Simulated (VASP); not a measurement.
# Sb (Pm-3m) in VASP: reference runs

Reference runs on Sb: the cell as given.

Program: VASP 6.6.1. These are calculated values, not measurements. Logs are shortened: lines on timing, memory, paths and dates and some standing lists are left out, and cuts for length are marked.

**1. The structure**

The structure is cubic, space group Pm-3m (No. 221). Conventional cell: a = 4.578 Å, b = 4.578 Å, c = 4.578 Å, α = 90.00°, β = 90.00°, γ = 90.00°. Around Sb (site symmetry 4/mmm) lie 8 Sb at 3.24 Å.

The cell was built by a generator and needn't be a form met in nature.

**2. Single point, PBE**

The input, INCAR:

```
SYSTEM = Sb
PREC     = Accurate       ! precision mode
ENCUT    = 520            ! plane-wave cutoff, eV
EDIFF    = 1E-7           ! SCF threshold, eV
ISMEAR   = -1             ! smearing method
SIGMA    = 0.05           ! smearing width, eV
LREAL    = .FALSE.        ! projectors in reciprocal space
LASPH    = .TRUE.         ! aspherical terms in the spheres
NELM     = 60             ! most SCF steps
ALGO     = Normal         ! electronic algorithm
ISIF     = 2              ! what is computed and relaxed
LWAVE    = .FALSE.        ! write WAVECAR
LCHARG   = .FALSE.        ! write CHGCAR
GGA      = PE             ! functional
NBANDS   = 14             ! bands
```

The input, KPOINTS:

```
Automatic mesh
0
G
  6 6 6
  0 0 0
```

The input, POSCAR:

```
Sb
1.0
    4.5784500000      0.0000000000      0.0000000000
    0.0000000000      4.5784500000      0.0000000000
    0.0000000000      0.0000000000      4.5784500000
Sb
3
Direct
    0.5000000000      0.5000000000      0.0000000000
    0.5000000000      0.0000000000      0.5000000000
    0.0000000000      0.5000000000      0.5000000000
```

Potentials or basis: VASP PAW PBE potentials, release 64 (Sb).

Launch:

```
> cat potpaw_PBE.64/Sb/POTCAR > POTCAR
> mpirun -np 1 vasp_std > vasp.out
```

OUTCAR:

```text
SYSTEM = Sb
   PREC = Accurate
   ENCUT = 520
   EDIFF = 1E-7
   ISMEAR = -1
   LREAL = .FALSE.
   LASPH = .TRUE.
   NELM = 60
   ISIF = 2
   GGA = PE

 ion  position               nearest neighbor table
   1  0.500  0.500  0.000-   2 3.24   3 3.24   2 3.24   3 3.24   2 3.24   2 3.24   3 3.24   3 3.24

   2  0.500  0.000  0.500-   1 3.24   3 3.24   1 3.24   1 3.24   3 3.24   1 3.24   3 3.24   3 3.24

   3  0.000  0.500  0.500-   1 3.24   2 3.24   1 3.24   2 3.24   1 3.24   2 3.24   1 3.24   2 3.24

  LATTYP: Found a simple cubic cell.
 ALAT       =     4.5784500000

  Lattice vectors:

 A1 = (   4.5784500000,   0.0000000000,   0.0000000000)
 A2 = (   0.0000000000,   4.5784500000,   0.0000000000)
 A3 = (   0.0000000000,   0.0000000000,   4.5784500000)

Analysis of symmetry for initial positions (statically):
=====================================================================
 Subroutine PRICEL returns:
 Original cell was already a primitive cell.

 Routine SETGRP: Setting up the symmetry group for a
 simple cubic supercell.

 Subroutine GETGRP returns: Found 48 space group operations
 (whereof 48 operations were pure point group operations)
 out of a pool of 48 trial point group operations.

The static configuration has the point symmetry O_h .

Analysis of symmetry for dynamics (positions and initial velocities):
=====================================================================
 Subroutine PRICEL returns:
 Original cell was already a primitive cell.

 Routine SETGRP: Setting up the symmetry group for a
 simple cubic supercell.

 Subroutine GETGRP returns: Found 48 space group operations
 (whereof 48 operations were pure point group operations)
 out of a pool of 48 trial point group operations.

The dynamic configuration has the point symmetry O_h .

 Subroutine INISYM returns: Found 48 space group operations
 (whereof 48 operations are pure point group operations),
 and found     1 'primitive' translations

----------------------------------------------------------------------------------------

                                     Primitive cell

  volume of cell :      95.9744

  direct lattice vectors                    reciprocal lattice vectors
     4.578450000  0.000000000  0.000000000     0.218414529  0.000000000  0.000000000
     0.000000000  4.578450000  0.000000000     0.000000000  0.218414529  0.000000000
     0.000000000  0.000000000  4.578450000     0.000000000  0.000000000  0.218414529
[... 92 lines left out ...]
   NELECT =      15.0000    total number of electrons
   NUPDOWN=      -1.0000    fix difference up-down
   EMIN   =  10.00;   EMAX   =-10.00  energy-range for DOS
   EFERMI =   0.00;   METHOD = LEGACY
   ISMEAR =    -1;   SIGMA  =   0.05  broadening in eV -4-tet -1-fermi 0-gaus
   EFERMI_NEDOS =   21; number of points for ismear=-14 and -15
   IALGO  =     38    algorithm
   IMIX   =      4    mixing-type and parameters
     AMIX     =   0.40;   BMIX     =  1.00
     AMIX_MAG =   1.60;   BMIX_MAG =  1.00
  volume/ion in A,a.u.               =      31.99       215.89
  Fermi-wavevector in a.u.,A,eV,Ry     =   0.881834  1.666424 10.580312  0.777631
  Thomas-Fermi vector in A             =   2.002384
   LORBIT       =      0    0 simple, 1 ext, 2 COOP (PROOUT), +10 PAW based schemes
   GGA     = PE    functional components
   LHFCALC =     F    Hartree Fock is set to
   AEXX    =    0.0000 exact exchange contribution
   IVDW    =     0    specifies the selected vdW correction
   LEPSILON=     F    determine dielectric tensor
   LRPA    =     F    only Hartree local field effects (RPA)
 non-spin polarized calculation
  energy-cutoff  :      520.00
  volume of cell :       95.97
 maximum number of plane-waves:      2605
 NGX is ok and might be reduce to    36
   NGX = 17   NGY = 17   NGZ = 17

 number of electron      14.9999998 magnetization

 Free energy of the ion-electron system (eV)
  ---------------------------------------------------
  ext. energy  EPLUGINS =         0.00000000
  ---------------------------------------------------
  free energy    TOTEN  =       -11.63741034 eV

  energy without entropy =      -11.60395475  energy(sigma->0) =      -11.62068255

 E-fermi :   6.2929     XC(G=0):  -9.2319

 val. band max:        6.2847393591   @ k =   0.3333   0.1667   0.0000
 cond. band min:       6.3045831915   @ k =   0.5000   0.3333   0.0000
 fundamental gap:      0.0198438325
 Fermi energy:         6.2929276953

 k-point     1 :       0.0000    0.0000    0.0000
  band No.  band energies     occupation
      1      -5.9113      2.00000
      2      -0.4732      2.00000
      3      -0.4732      2.00000
      4       2.4919      2.00000
      5       2.4919      2.00000
      6       2.4919      2.00000
      7       7.7751      0.00000
      8       7.7751      0.00000
      9       7.7751      0.00000
     10       8.1584      0.00000
     11      10.2144      0.00000
     12      10.2144      0.00000
     13      10.2144      0.00000
     14      12.6345      0.00000
[... 309 lines left out ...]
      1      -2.4633      2.00000
      2      -2.4633      2.00000
      3      -2.4633      2.00000
      4       0.1582      2.00000
      5       2.3011      2.00000
      6       2.3011      2.00000
      7       2.3011      2.00000
      8       8.4245      0.00000
      9      10.9360      0.00000
     10      10.9360      0.00000
     11      11.6105      0.00000
     12      11.6105      0.00000
     13      11.6105      0.00000
     14      16.0464      0.00000

------------------------ aborting loop because EDIFF is reached ----------------------------------------

  FORCE on cell =-STRESS in cart. coord.  units (eV):
  Direction    XX          YY          ZZ          XY          YZ          ZX
  --------------------------------------------------------------------------------------
  -------------------------------------------------------------------------------------
  Total        0.0261357      0.0261357      0.0261357      0.0000000      0.0000000     -0.0000000
  in kB        0.4363049      0.4363049      0.4363049      0.0000000      0.0000000     -0.0000000
  external PRESSURE =       0.4363049 kB  Pullay stress =       0.0000000 kB

 VOLUME and BASIS-vectors are now :
 -----------------------------------------------------------------------------
  energy-cutoff  :      520.00
  volume of cell :       95.97
      direct lattice vectors                 reciprocal lattice vectors
     4.578450000  0.000000000  0.000000000     0.218414529  0.000000000  0.000000000
     0.000000000  4.578450000  0.000000000     0.000000000  0.218414529  0.000000000
     0.000000000  0.000000000  4.578450000     0.000000000  0.000000000  0.218414529

 POSITION                                       TOTAL-FORCE (eV/Angst)
 -----------------------------------------------------------------------------------
      2.28923      2.28923      0.00000         0.000000      0.000000      0.000000
      2.28923      0.00000      2.28923         0.000000      0.000000      0.000000
      0.00000      2.28923      2.28923         0.000000      0.000000      0.000000
 -----------------------------------------------------------------------------------
    total drift:                               -0.000000      0.000000      0.000000

  FREE ENERGIE OF THE ION-ELECTRON SYSTEM (eV)
  ---------------------------------------------------
  free  energy   TOTEN  =       -11.6374103439 eV

  energy  without entropy=      -11.6039547482  energy(sigma->0) =      -11.62068255
```

Run time: 42 s. Hardware: 1 thread of AMD EPYC 7R43 (Zen 3), shared host; peak memory 0.17 GiB.

Results:

```
Free energy            : -11.6374 eV
Pressure               : 0.0 GPa
Band gap on the k mesh : none (metal or under the smearing width)
```

Spin-orbit coupling is left out, which matters for the levels of Sb.
